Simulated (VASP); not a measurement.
# HfC (Fm-3m) in VASP: further runs

One crystal, HfC, is run at these levels: PBEsol, RPBE; tasks: relaxation of cell and atoms.

Program: VASP 6.6.1. These are calculated values, not measurements. Logs are shortened: lines on timing, memory, paths and dates and some standing lists are left out, and cuts for length are marked.

## Step 1: Starting point

It takes space group Fm-3m (No. 225, cubic). Conventional cell: a = 4.634 Å, b = 4.634 Å, c = 4.634 Å, α = 90.00°, β = 90.00°, γ = 90.00°. Hf (site symmetry m-3m) is surrounded by 6 C at 2.32 Å. C (site symmetry m-3m) has 6 Hf at 2.32 Å as nearest neighbours.

The cell is a database's computed one.

## Step 2: Relaxation of cell and atoms, PBEsol

Contents of INCAR:

```
SYSTEM = HfC
PREC = Accurate
ENCUT = 580
EDIFF = 1E-7
ISMEAR = 0
SIGMA = 0.1
LREAL = .False.
LASPH = .True.
NELM = 60
ALGO = Normal
ISIF = 3
LWAVE = .False.
LCHARG = .False.
GGA = PS
IBRION = 2
NSW = 90
EDIFFG = -0.005
```

Contents of KPOINTS:

```
Automatic mesh
0
Gamma
  16 16 16
  0 0 0
```

Contents of POSCAR:

```
HfC
1.0
    0.0000000000      2.3171388400      2.3171388400
    2.3171388400      0.0000000000      2.3171388400
    2.3171388400      2.3171388400      0.0000000000
Hf C
1 1
Direct
    0.0000000000      0.0000000000      0.0000000000
    0.5000000000      0.5000000000      0.5000000000
```

Potentials or basis: VASP PAW PBE potentials, release 64 (Hf, C).

Run with:

```bash
$ cat potpaw_PBE.64/Hf/POTCAR potpaw_PBE.64/C/POTCAR > POTCAR
$ mpirun -np 1 vasp_std > vasp.out
```

OUTCAR:

```text
SYSTEM = HfC
   PREC = Accurate
   ENCUT = 580
   EDIFF = 1E-7
   ISMEAR = 0
   LREAL = .False.
   LASPH = .True.
   NELM = 60
   ISIF = 3
   GGA = PS
   IBRION = 2
   NSW = 90
   EDIFFG = -0.005

 ion  position               nearest neighbor table
   1  0.000  0.000  0.000-   2 2.32   2 2.32   2 2.32   2 2.32   2 2.32   2 2.32
   2  0.500  0.500  0.500-   1 2.32   1 2.32   1 2.32   1 2.32   1 2.32   1 2.32

  LATTYP: Found a face centered cubic cell.
 ALAT       =     4.6342776800

  Lattice vectors:

 A1 = (   0.0000000000,   2.3171388400,   2.3171388400)
 A2 = (   2.3171388400,   0.0000000000,   2.3171388400)
 A3 = (   2.3171388400,   2.3171388400,   0.0000000000)

Analysis of symmetry for initial positions (statically):
=====================================================================
 Subroutine PRICEL returns:
 Original cell was already a primitive cell.

 Routine SETGRP: Setting up the symmetry group for a
 face centered cubic supercell.

 Subroutine GETGRP returns: Found 48 space group operations
 (whereof 48 operations were pure point group operations)
 out of a pool of 48 trial point group operations.

The static configuration has the point symmetry O_h .

Analysis of symmetry for dynamics (positions and initial velocities):
=====================================================================
 Subroutine PRICEL returns:
 Original cell was already a primitive cell.

 Routine SETGRP: Setting up the symmetry group for a
 face centered cubic supercell.

 Subroutine GETGRP returns: Found 48 space group operations
 (whereof 48 operations were pure point group operations)
 out of a pool of 48 trial point group operations.

The dynamic configuration has the point symmetry O_h .

 Subroutine INISYM returns: Found 48 space group operations
 (whereof 48 operations are pure point group operations),
 and found     1 'primitive' translations

----------------------------------------------------------------------------------------

                                     Primitive cell

  volume of cell :      24.8821

  direct lattice vectors                    reciprocal lattice vectors
     0.000000000  2.317138840  2.317138840    -0.215783358  0.215783358  0.215783358
     2.317138840  0.000000000  2.317138840     0.215783358 -0.215783358  0.215783358
     2.317138840  2.317138840  0.000000000     0.215783358  0.215783358 -0.215783358

  length of vectors
     3.276929173  3.276929173  3.276929173     0.373747740  0.373747740  0.373747740

  position of ions in fractional coordinates (direct lattice)
     0.000000000  0.000000000  0.000000000
     0.500000000  0.500000000  0.500000000

  ion indices of the primitive-cell ions
   primitive index   ion index
                 1           1
                 2           2

----------------------------------------------------------------------------------------

 KPOINTS: Automatic mesh

Automatic generation of k-mesh.
 Grid dimensions read from file:
 generate k-points for:   16   16   16

 Generating k-lattice:

  Cartesian coordinates                     Fractional coordinates (reciprocal lattice)
    -0.013486460  0.013486460  0.013486460     0.062500000  0.000000000  0.000000000
     0.013486460 -0.013486460  0.013486460     0.000000000  0.062500000  0.000000000
     0.013486460  0.013486460 -0.013486460     0.000000000  0.000000000  0.062500000

  Length of vectors
     0.023359234  0.023359234  0.023359234

  Shift w.r.t. Gamma in fractional coordinates (k-lattice)
     0.000000000  0.000000000  0.000000000

 Subroutine IBZKPT returns following result:
 ===========================================

 Found    145 irreducible k-points:

 Following reciprocal coordinates:
            Coordinates               Weight
  0.000000  0.000000  0.000000      1.000000
  0.062500  0.000000  0.000000      8.000000
  0.125000  0.000000  0.000000      8.000000
  0.187500  0.000000  0.000000      8.000000
  0.250000  0.000000  0.000000      8.000000
  0.312500  0.000000  0.000000      8.000000
[... 16 lines left out ...]
 -0.125000  0.062500  0.000000     24.000000
 -0.062500  0.062500  0.000000     12.000000
 [... further k-points ...]
   k-points           NKPTS =    145   k-points in BZ     NKDIM =    145   number of bands    NBANDS=      8
   number of dos      NEDOS =    301   number of ions     NIONS =      2
   total plane-waves  NPLWV =  21952
   dimension x,y,z NGX =    28 NGY =   28 NGZ =   28
   dimension x,y,z NGXF=    56 NGYF=   56 NGZF=   56
   ions per type =               1   1
   NGX,Y,Z   is equivalent  to a cutoff of  14.21, 14.21, 14.21 a.u.
   NGXF,Y,Z  is equivalent  to a cutoff of  28.41, 28.41, 28.41 a.u.
 SYSTEM =  HfC
   PREC   = accura    normal or accurate (medium, high low for compatibility)
   ISTART =      0    job   : 0-new  1-cont  2-samecut
   ICHARG =      2    charge: 1-file 2-atom 10-const
   ISPIN  =      1    spin polarized calculation?
   LNONCOLLINEAR =      F non collinear calculations
   LSORBIT =      F    spin-orbit coupling
   LASPH  =      T    aspherical Exc in radial PAW
   ENCUT  =  580.0 eV  42.63 Ry    6.53 a.u.   6.43  6.43  6.43*2*pi/ulx,y,z
   NELM   =     60;   NELMIN=  2; NELMDL= -5     # of ELM steps
   EDIFF  = 0.1E-06   stopping-criterion for ELM
   LREAL  =      F    real-space projection
   EDIFFG = -.5E-02   stopping-criterion for IOM
   NSW    =     90    number of steps for IOM
   IBRION =      2    ionic relax: 0-MD 1-quasi-New 2-CG
   NFREE  =      1    steps in history (QN), initial steepest desc. (CG)
   ISIF   =      3    stress and relaxation
   ISYM   =      2    0-nonsym 1-usesym 2-fastsym
   POTIM  = 0.5000    time-step for ionic-motion
   TEBEG  =    0.0;   TEEND  =   0.0 temperature during run
   PSTRESS=    0.0 pullay stress
   NELECT =       8.0000    total number of electrons
   NUPDOWN=      -1.0000    fix difference up-down
   EMIN   =  10.00;   EMAX   =-10.00  energy-range for DOS
   EFERMI =   0.00;   METHOD = LEGACY
   ISMEAR =     0;   SIGMA  =   0.10  broadening in eV -4-tet -1-fermi 0-gaus
   EFERMI_NEDOS =   21; number of points for ismear=-14 and -15
   IALGO  =     38    algorithm
   IMIX   =      4    mixing-type and parameters
     AMIX     =   0.40;   BMIX     =  1.00
     AMIX_MAG =   1.60;   BMIX_MAG =  1.00
  volume/ion in A,a.u.               =      12.44        83.96
  Fermi-wavevector in a.u.,A,eV,Ry     =   1.121526  2.119377 17.113695  1.257821
  Thomas-Fermi vector in A             =   2.258180
   LORBIT       =      0    0 simple, 1 ext, 2 COOP (PROOUT), +10 PAW based schemes
   GGA     = PS    functional components
   LHFCALC =     F    Hartree Fock is set to
   AEXX    =    0.0000 exact exchange contribution
   IVDW    =     0    specifies the selected vdW correction
   LEPSILON=     F    determine dielectric tensor
   LRPA    =     F    only Hartree local field effects (RPA)
 conjugate gradient relaxation of ions
 non-spin polarized calculation
 Gauss-broadening in eV      SIGMA  =   0.10
  energy-cutoff  :      580.00
  volume of cell :       24.88
 maximum number of plane-waves:       817
 NGX is ok and might be reduce to    28
   NGX = 13   NGY = 13   NGZ = 13

--------------------------------------- Ionic step        1  -------------------------------------------

 number of electron       8.0000000 magnetization

 Free energy of the ion-electron system (eV)
  ---------------------------------------------------
  ext. energy  EPLUGINS =         0.00000000
  ---------------------------------------------------
  free energy    TOTEN  =       -22.24475043 eV

  energy without entropy =      -22.24251566  energy(sigma->0) =      -22.24363304

------------------------ aborting loop because EDIFF is reached ----------------------------------------

  FORCE on cell =-STRESS in cart. coord.  units (eV):
  Direction    XX          YY          ZZ          XY          YZ          ZX
  --------------------------------------------------------------------------------------
  -------------------------------------------------------------------------------------
  Total       -0.6686735     -0.6686735     -0.6686735      0.0000000      0.0000000     -0.0000000
  in kB      -43.0564833    -43.0564833    -43.0564833      0.0000000      0.0000000     -0.0000000
  external PRESSURE =     -43.0564833 kB  Pullay stress =       0.0000000 kB

 VOLUME and BASIS-vectors are now :
 -----------------------------------------------------------------------------
  energy-cutoff  :      580.00
  volume of cell :       24.88
      direct lattice vectors                 reciprocal lattice vectors
     0.000000000  2.317138840  2.317138840    -0.215783358  0.215783358  0.215783358
     2.317138840  0.000000000  2.317138840     0.215783358 -0.215783358  0.215783358
     2.317138840  2.317138840  0.000000000     0.215783358  0.215783358 -0.215783358
[... 73 lines left out ...]
 POSITION                                       TOTAL-FORCE (eV/Angst)
 -----------------------------------------------------------------------------------
      0.00000      0.00000     -0.00000         0.000000      0.000000      0.000000
      2.30379      2.30379      2.30379        -0.000000     -0.000000     -0.000000
 -----------------------------------------------------------------------------------
    total drift:                                0.000000      0.000000      0.000000

  FREE ENERGIE OF THE ION-ELECTRON SYSTEM (eV)
  ---------------------------------------------------
  free  energy   TOTEN  =       -22.2503006868 eV

  energy  without entropy=      -22.2480376348  energy(sigma->0) =      -22.24916916

--------------------------------------- Ionic step        4  -------------------------------------------

 number of electron       8.0000000 magnetization

 Free energy of the ion-electron system (eV)
  ---------------------------------------------------
  ext. energy  EPLUGINS =         0.00000000
  ---------------------------------------------------
  free energy    TOTEN  =       -22.25031051 eV

  energy without entropy =      -22.24804821  energy(sigma->0) =      -22.24917936

 E-fermi :   6.3237     XC(G=0): -12.2828

 val. band max:        6.3204624935   @ k =   0.1250   0.1250   0.0000
 cond. band min:       6.3387235934   @ k =   0.3125   0.2500   0.0000
 fundamental gap:      0.0182610999
 Fermi energy:         6.3237215317

 k-point     1 :       0.0000    0.0000    0.0000
  band No.  band energies     occupation
      1      -6.0678      2.00000
      2       7.3919      0.00000
      3       7.3919      0.00000
      4       7.3919      0.00000
      5       7.7053      0.00000
      6       7.7053      0.00000
      7       7.7053      0.00000
      8       9.8045      0.00000

 k-point     2 :       0.0625    0.0000    0.0000
  band No.  band energies     occupation
      1      -5.9714      2.00000
      2       6.6013      0.00009
      3       6.8500      0.00000
      4       6.8500      0.00000
      5       7.9419      0.00000
      6       7.9419      0.00000
      7       8.2459      0.00000
      8      10.3213      0.00000
[... 221 lines left out ...]
 k-point    23 :      -0.1250    0.0625    0.0000
  band No.  band energies     occupation
      1      -5.4782      2.00000
      2       4.9496      2.00000
      3       5.4838      2.00000
      4       5.7297      2.00000
      5       8.1673      0.00000
      6       8.8618      0.00000
      7       9.1376      0.00000
      8      11.2054      0.00000

 k-point    24 :      -0.0625    0.0625    0.0000
  band No.  band energies     occupation
      1      -5.8138      2.00000
      2       5.9560      2.00000
      3       6.2627      1.61215
      4       6.3584      0.62425
      5       7.8717      0.00000
      6       8.5686      0.00000
      7       8.5778      0.00000
      8      10.4251      0.00000

 [... further k-points ...]

------------------------ aborting loop because EDIFF is reached ----------------------------------------

  FORCE on cell =-STRESS in cart. coord.  units (eV):
  Direction    XX          YY          ZZ          XY          YZ          ZX
  --------------------------------------------------------------------------------------
  -------------------------------------------------------------------------------------
  Total       -0.0006003     -0.0006003     -0.0006003      0.0000000      0.0000000      0.0000000
  in kB       -0.0392998     -0.0392998     -0.0392998      0.0000000      0.0000000      0.0000000
  external PRESSURE =      -0.0392998 kB  Pullay stress =       0.0000000 kB

 VOLUME and BASIS-vectors are now :
 -----------------------------------------------------------------------------
  energy-cutoff  :      580.00
  volume of cell :       24.47
      direct lattice vectors                 reciprocal lattice vectors
    -0.000000000  2.304340219  2.304340219    -0.216981848  0.216981848  0.216981848
     2.304340219  0.000000000  2.304340219     0.216981848 -0.216981848  0.216981848
     2.304340219  2.304340219 -0.000000000     0.216981848  0.216981848 -0.216981848

 POSITION                                       TOTAL-FORCE (eV/Angst)
 -----------------------------------------------------------------------------------
      0.00000      0.00000      0.00000         0.000000      0.000000     -0.000000
      2.30434      2.30434      2.30434        -0.000000     -0.000000      0.000000
 -----------------------------------------------------------------------------------
    total drift:                                0.000000      0.000000      0.000000

  FREE ENERGIE OF THE ION-ELECTRON SYSTEM (eV)
  ---------------------------------------------------
  free  energy   TOTEN  =       -22.2503105084 eV

  energy  without entropy=      -22.2480482090  energy(sigma->0) =      -22.24917936

 reached required accuracy - stopping structural energy minimisation
```

Run time: 59 s. Hardware: 1 thread of AMD EPYC 9R14 (Zen 4), shared host; peak memory 0.17 GiB.

Results:

```
Free energy                            : -22.2503 eV
Relaxed volume                         : 12.24 Å³/atom
Relaxed cell                           : a = 3.259 Å, b = 3.259 Å, c = 3.259 Å, α = 60.00°, β = 60.00°, γ = 60.00°
Space group after relaxing (to 0.05 Å) : Fm-3m (No. 225)
Energy gained by relaxing              : 2.8 meV/atom
Ionic steps                            : 4
Pressure after relaxing                : 0.0 GPa
Band gap on the k mesh                 : none (metal or under the smearing width)
```

The path:
```
step  energy change (eV)  largest force (eV/Å)  pressure (GPa)  volume (Å³)
   1              0.0000                0.0000           -4.31        24.88
   2              0.0161                0.0000            9.99        23.70
   3             -0.0056                0.0000            0.19        24.45
   4             -0.0056                0.0000            0.00        24.47
```

Final structure:
```xyz
2
Lattice="0.0000 2.3043 2.3043 2.3043 0.0000 2.3043 2.3043 2.3043 0.0000" Properties=species:S:1:pos:R:3 pbc="T T T"
Hf    0.0000    0.0000    0.0000
C     2.3043    2.3043    2.3043
```

Levels at points of the mesh, in eV from the Fermi level:
```csv
k point,band 1,band 2,band 3,band 4,band 5,band 6,band 7,band 8
"(0.00, 0.00, 0.00)",-12.39,1.07,1.07,1.07,1.38,1.38,1.38,3.48
"(0.50, 0.00, 0.00)",-8.57,-6.27,-3.05,-3.05,5.48,5.48,5.97,6.66
"(0.50, 0.50, 0.00)",-10.45,-2.58,-1.89,-0.03,-0.03,5.49,6.97,6.97
```

Caveat: the PAW data sets were made with another functional, which shifts forces and pressure a little.

## Step 3: Relaxation of cell and atoms, PBEsol

Changes to INCAR since step 2:

```diff
@@ -2,3 +2,3 @@
 PREC = Accurate
-ENCUT = 580
+ENCUT = 480
 EDIFF = 1E-7
```

KPOINTS is that of step 2.

POSCAR is that of step 2.

Potentials or basis: VASP PAW PBE potentials, release 64 (Hf_pv, C_s).

Run with:

```bash
$ cat potpaw_PBE.64/Hf_pv/POTCAR potpaw_PBE.64/C_s/POTCAR > POTCAR
$ mpirun -np 1 vasp_std > vasp.out
```

It took 58 s on 1 thread of AMD EPYC 9R14 (Zen 4), shared host; peak memory 0.15 GiB.

It converged, with:

- Free energy: -22.1978 eV
- Relaxed volume: 12.21 Å³/atom
- Relaxed cell: a = 3.256 Å, b = 3.256 Å, c = 3.256 Å, α = 60.00°, β = 60.00°, γ = 60.00°
- Space group after relaxing (to 0.05 Å): Fm-3m (No. 225)
- Energy gained by relaxing: 3.6 meV/atom
- Ionic steps: 3
- Pressure after relaxing: -0.1 GPa
- Band gap on the k mesh: none (metal or under the smearing width)

Step by step:
```
step  energy change (eV)  largest force (eV/Å)  pressure (GPa)  volume (Å³)
   1              0.0000                0.0000           -4.73        24.88
   2              0.0163                0.0000            9.40        23.58
   3             -0.0072                0.0000           -0.05        24.41
```

Final structure:
```cif
data_structure
_symmetry_space_group_name_H-M 'P 1'
_symmetry_Int_Tables_number 1
_cell_length_a 3.2561
_cell_length_b 3.2561
_cell_length_c 3.2561
_cell_angle_alpha 60.000
_cell_angle_beta 60.000
_cell_angle_gamma 60.000
_cell_volume 24.41
loop_
_atom_site_label
_atom_site_type_symbol
_atom_site_fract_x
_atom_site_fract_y
_atom_site_fract_z
_atom_site_occupancy
Hf1 Hf 0.00000 0.00000 0.00000 1
C1 C 0.50000 0.50000 0.50000 1
```

Levels at points of the mesh, in eV from the Fermi level:
| k point | band 5 | band 6 | band 7 | band 8 | band 9 | band 10 |
| --- | --- | --- | --- | --- | --- | --- |
| (0.00, 0.00, 0.00) | 1.07 | 1.07 | 1.07 | 1.38 | 1.38 | 1.38 |
| (0.50, 0.00, 0.00) | -6.29 | -3.07 | -3.07 | 5.49 | 5.49 | 5.98 |
| (0.50, 0.50, 0.00) | -2.53 | -1.90 | -0.02 | -0.02 | 5.50 | 6.98 |

Caveat: the PAW data sets were made with another functional, which shifts forces and pressure a little. The run has no spin-orbit coupling, so splittings on Hf are missing.

[end of part 1 of 2]
